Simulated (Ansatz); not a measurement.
# CuCl2 (I4/mmm) in Ansatz: phonons with LDA

Aim: the phonons of CuCl2 with LDA.

Program: Ansatz 0.2.0. These are calculated values, not measurements. Logs are shortened: lines on timing, memory, paths and dates and some standing lists are left out, and cuts for length are marked.

### 1 The crystal as given

Symmetry: I4/mmm, No. 139, tetragonal system. Conventional cell: a = 4.510 Å, b = 4.510 Å, c = 13.720 Å, α = 90.00°, β = 90.00°, γ = 90.00°. Cu (site symmetry 4/mmm) has 4 Cl at 2.25 Å as nearest neighbours. Cl (site symmetry mmm) is surrounded by 2 Cu at 2.25 Å.

Measurements of this composition are mostly on another form, of space group No. 12.

### 2 Phonons, LDA

Input file input.yaml:

```yaml
crystal:
  lattice:
    - [-2.254859, 2.254859, 6.859903]
    - [2.254859, -2.254859, 6.859903]
    - [2.254859, 2.254859, -6.859903]
  atoms:
    - { symbol: Cu, position: [0.0, 0.0, 0.0] }
    - { symbol: Cl, position: [0.0, 0.5, 0.5] }
    - { symbol: Cl, position: [0.5, 0.0, 0.5] }
hamiltonian:
  xc: lda
  pseudopotentials: { kind: paw }
kpoints:
  mp_grid: { grid: [6, 6, 6] }
scf:
  occupations: { method: fermi_dirac, width: 0.05 }
phonons:
  method: dfpt
```

Potentials or basis: Ansatz PAW.

On the command line:

```console
ansatz run input.yaml --threads 2 --pin off --max-ram 5632MiB --backend cpu --events-out ev --progress --plain --runs-dir out
```

Standard output:

```text
Warning: RAYON_NUM_THREADS=2 ignored (pool sized by the plan → 2); use --threads N
zone centre: on kpoints.mp_grid the ground state, and the responses unless they are solved on pairs of k-points, stand on 46 of the mesh's 216 k-points, reduced under 8 symmetry operations, with k and −k counted as one. Each operation leaves every solved displacement unchanged or reverses it
Engine: ansatz 0.2.0, x86_64-unknown-linux-gnu
Pseudopotentials: kind: paw
Pseudopotential: Cu, paw, valence charge 19, recommended cutoff 420 eV (normal), Cu.paw.azcp
Pseudopotential: Cl, paw, valence charge 7, recommended cutoff 420 eV (normal), Cl.paw.azcp
Functional definition: SPW92
  exchange = slater_x
  correlation = pw_c
Crystal: 3 atoms, lattice volume = 139.514 Å³
Basis set: ecut = 420 eV, 2759 PW (Γ), exchange–correlation on 108×108×108 points (8 copies of the dense FFT grid, shifted against one another)
Bands: 21, of which v1, the nominal top of the filled ones, is band 17 counted from 1 (16 counted from 0)
Symmetry: 16 space group operations
k-points: 46 of 216 (irreducible under 8 space group operations)
Non-local potential: Cu, projectors of the file, l = 0: 3, l = 1: 2, l = 2: 3, l = 3: 1
Non-local potential: Cl, projectors of the file, l = 0: 2, l = 1: 2, l = 2: 2
PAW form: soft (Blöchl's): semilocal exchange-correlation on the pseudo side does not see the compensation charge
PAW frozen core: Cu, regenerated for the run's functional, and the local potential with it (the file was generated under x = pbe(κ = 0.804, μ = 0.2195149727645171), c = pbe(β = 0.06672455060314922))
PAW frozen core: Cl, regenerated for the run's functional, and the local potential with it (the file was generated under x = pbe(κ = 0.804, μ = 0.2195149727645171), c = pbe(β = 0.06672455060314922))
PAW one-centre angular grid: Cu, 590 points (default); XC on 64 Gauss nodes
PAW one-centre angular grid: Cl, 110 points (default); XC on 64 Gauss nodes
Initial density: superposition of atomic densities (neutral atoms: chi_scale 0, normalization atom), corrected by the library's trained network
Initial wavefunctions: pseudopotential atomic-orbital guess
Functional: x = slater, c = lda
SCF iter   1: F=—  HF=-8644.382912 eV  |F-HF|=—  |Δ(HF+E_count)|=         —  Δρ=1.06e-2  dr2=1.90e-1  ethr=1.77e-3  ⟨swp⟩=7.7  Hψ=5543  notcnv=0
preconditioner: auto → LDOS  [metal: Δε(μ)=0.136 eV  Ē_g=10.143 eV  σ=0.050 eV  W_gap=0.48  n_scr=24 (ndim 8)  ℏωp=15.7 eV  f_vac=0.523  D(μ)=3.40/eV (n_scr^D=24)  β→1.0]
SCF iter   2: F=—  HF=-8644.366542 eV  |F-HF|=—  |Δ(HF+E_count)|=   1.64e-2  Δρ=1.21e-2  dr2=1.31e-1  ethr=5.74e-4  ⟨swp⟩=2.0  Hψ=1930  notcnv=0  defer=2
SCF iter   3: F=—  HF=-8644.347921 eV  |F-HF|=—  |Δ(HF+E_count)|=   1.86e-2  Δρ=2.28e-3  dr2=6.94e-3  ethr=3.96e-4  ⟨swp⟩=2.0  Hψ=1529  notcnv=0  defer=2
SCF iter   4: F=—  HF=-8644.352144 eV  |F-HF|=—  |Δ(HF+E_count)|=   4.22e-3  Δρ=3.78e-3  dr2=1.63e-2  ethr=2.10e-5  ⟨swp⟩=2.0  Hψ=2043  notcnv=0  defer=2
SCF iter   5: F=—  HF=-8644.351749 eV  |F-HF|=—  |Δ(HF+E_count)|=   3.95e-4  Δρ=1.60e-3  dr2=2.75e-3  ethr=2.10e-5  ⟨swp⟩=2.0  Hψ=1192  notcnv=0  defer=2
SCF iter   6: F=—  HF=-8644.351539 eV  |F-HF|=—  |Δ(HF+E_count)|=   2.10e-4  Δρ=2.19e-4  dr2=5.33e-5  ethr=8.35e-6  ⟨swp⟩=1.1  Hψ=1124  notcnv=0  defer=2
SCF iter   7: F=—  HF=-8644.351537 eV  |F-HF|=—  |Δ(HF+E_count)|=   2.47e-6  Δρ=2.57e-5  dr2=7.41e-7  ethr=1.62e-7  ⟨swp⟩=2.1  Hψ=1267  notcnv=0  defer=2
SCF iter   8: F=—  HF=-8644.351540 eV  |F-HF|=—  |Δ(HF+E_count)|=   3.24e-6  Δρ=9.98e-6  dr2=1.07e-7  ethr=2.25e-9  ⟨swp⟩=2.1  Hψ=1304  notcnv=0  defer=2
SCF iter   9: F=—  HF=-8644.351540 eV  |F-HF|=—  |Δ(HF+E_count)|=   8.36e-9  Δρ=8.41e-7  dr2=6.67e-10  ethr=3.25e-10  ⟨swp⟩=1.0  Hψ=964  notcnv=0  defer=2
SCF iter  10: F=—  HF=-8644.351540 eV  |F-HF|=—  |Δ(HF+E_count)|=  6.38e-10  Δρ=3.13e-7  dr2=1.05e-10  ethr=2.02e-12  ⟨swp⟩=2.4  Hψ=1545  notcnv=0  defer=2
SCF iter  11: F=-8644.351540 eV  HF=-8644.351540 eV  |F-HF|=7.28e-12  |Δ(HF+E_count)|=  7.28e-12  Δρ=7.33e-8  dr2=6.01e-12  ethr=1.00e-12  ⟨swp⟩=5.0  Hψ=4463  notcnv=0
SCF 1 converged in 11 iterations: F = -8644.351540 eV  dr2 = 6.01e-12
DFPT response loops at Γ: preconditioner auto → none (partly filled bands, converged f_vac=0.520); β = 0.50; Broyden in place of MSR1
SCF converged after 11 iterations
Free energy (F): -8644.351540 eV
Harris-Foulkes:  -8644.351540 eV  (|F-HF|=7.28e-12)
Internal energy: -8644.322065 eV  (E = F + TS)
E sigma→0 (E₀):  -8644.336802 eV
Entropy (-TS):   -0.029475 eV (-9.825 meV/atom)
Fermi energy:    -2.052530 eV
--- Per-component energies (eV) ---
  E_band       = -801.723398
  E_kinetic    = 618.475373
  E_local      = -9463.516192  (includes V_loc(G=0)·N_el)
  E_nonlocal   = 460.669712
  E_hartree    = 4195.788324
  E_xc         = -296.732101
  E_vxc        = -352.970368  (∫ρ·V_xc dr)
  E_paw        = -2847.852824  (= ΣΔE_a)
  E_vpaw       = -455.958726  (= ΣTr[D̂ρ^β])
  E_aug_tail   = 0.000403  (compensation charges beyond the density's cutoff)
  E_ewald      = -1311.985403
  E_core_change = 0.830644  (= ΣΔE_core)
  E_smearing   = -0.029475  (= −TS)
  E_closure    = -0.000000  (closes the sum)
  Σ components = -8644.351540   (vs F -8644.351540, Δ=0.00e0)
--- Band table (eV; the first three rows and the last of 46) ---
  k-point 0: bands = ["-112.9254", "-70.9412", "-70.9412", "-70.3808", "-16.6625", "-15.4970", "-5.9543", "-5.9543", "-4.4418", "-4.1895", "-3.9108", "-3.7527", "-3.7527", "-3.5396", "-3.0440", "-2.7573", "-2.7573", "0.8596", "3.7367", "5.7175", "6.6119"]
  k-point 1: bands = ["-112.9254", "-70.9412", "-70.9412", "-70.3808", "-16.4961", "-15.6065", "-6.5460", "-6.0987", "-4.6721", "-4.5327", "-4.0730", "-3.4636", "-3.4514", "-3.4328", "-3.0364", "-2.8023", "-2.2615", "1.9734", "4.2149", "4.9780", "7.1825"]
  k-point 2: bands = ["-112.9254", "-70.9412", "-70.9412", "-70.3808", "-16.1221", "-15.8116", "-7.6330", "-6.3650", "-5.6379", "-4.6181", "-4.4825", "-3.3530", "-3.0455", "-2.8074", "-2.5435", "-2.3843", "-1.1108", "3.6668", "4.0240", "5.6431", "6.5449"]
  k-point 45: bands = ["-112.9254", "-70.9412", "-70.9412", "-70.3808", "-16.6624", "-15.4970", "-5.9545", "-5.9545", "-4.4595", "-4.1895", "-3.9109", "-3.7525", "-3.7525", "-3.5369", "-3.0414", "-2.7573", "-2.7573", "0.9158", "4.1352", "5.0282", "7.3958"]
--- Phonons (Γ-DFPT): 5 representative perturbations + reference, on 46 of 216 k-points (Σ response iterations 16) ---
  k mesh reduced under 8 symmetry operations, with k and −k counted as one. Each operation leaves every solved displacement unchanged or reverses it
  ASR residual: 8.234e-5 → 0.000e0 eV/Å²; symmetrization residual: 3.407e-6 eV/Å²
  ASR residual per site (eV/Å²): 8.23e-5 2.78e-5 2.78e-5
  Γ frequencies (cm⁻¹): -44.78 -31.43 0.00 0.00 0.00 45.84 45.84 299.49 299.49
  non-analytic LO–TO correction: not included (Born effective charges unavailable; polar crystals: no LO–TO splitting at Γ)
```

Wall time 2.2 min (2 threads of AMD EPYC (Zen 3), shared host); peak memory 0.81 GiB.

What came out:

```
Free energy                   : -8644.3515 eV
Band gap on the k mesh        : none (metal or under the smearing width)
Highest phonon frequency at Γ : 299 cm⁻¹
Most unstable mode            : 45i cm⁻¹
```

Phonon frequencies in cm⁻¹ (negative: imaginary):
| q point | frequencies |
| --- | --- |
| (0.000, 0.000, 0.000) | -45 -31 0 0 0 46 46 299 299 |

Caveat: some modes are imaginary; an odd number of electrons without spin polarisation forces a metal; a magnetic or distorted state may lie lower; the run has no spin polarisation, though such a crystal can be magnetic; semilocal functionals often make such compounds metallic where correlation or magnetic order opens a gap, which also shifts bond lengths; the PAW data sets come from PBE, with cores solved anew for the run's functional, which leaves a small shift of forces and pressure. With open d or f shells a metallic result of LDA can be an artefact of self-interaction; +U or a hybrid may open a gap.
